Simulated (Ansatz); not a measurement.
Runs of Ansatz 0.2.0 on Te2Mo. The cell holds a slab with vacuum, 6 atoms: a = 3.560 Å, b = 3.560 Å, c = 24.811 Å, α = 90.00°, β = 90.00°, γ = 120.00°. 

| task | level | cell | cutoff (eV) | points for each segment of the path | gap on the mesh (eV) | relaxed volume (Å³/atom) | largest force (eV/Å) |
| --- | --- | --- | --- | --- | --- | --- | --- |
| relaxation of cell and atoms | PBEsol | relaxed | 420 | - | 1.06 | (a) | - |
| band structure | r2SCAN | as given | 500 | 14 | 1.10 | - | 0.02 |
| band structure | LDA | as given | 420 | 14 | 1.02 | - | 0.41 |
| relaxation of cell and atoms | LDA | relaxed | 420 | - | 0.99 | 41.43 | - |
| band structure | PBEsol | as given | 420 | 14 | 1.02 | - | (b) |
| band structure | PBE | as given | 420 | 14 | (c) | - | 0.23 |

Alike in all rows: potentials or basis Ansatz PAW; no spin polarisation; k mesh 9 × 9 × 2; smearing fermi-dirac 0.05 eV.

Fill in the values left out.

(a) 42.53; (b) 0.16; (c) 1.03.

Caveats: spin-orbit coupling is left out, which moves the levels of the heavy elements; the PAW data sets come from PBE, with cores solved anew for the run's functional, which leaves a small shift of forces and pressure (some runs); odd divisions of the mesh miss points on the zone boundary, where band edges often lie, so the gap on the mesh can be too wide (some runs); the plane-wave basis is chosen anew once the cell has moved, so the energies of steps on either side of that aren't comparable (some runs).

A k mesh can miss the band edges, and the runs leave out spin-orbit coupling on Mo, Te.
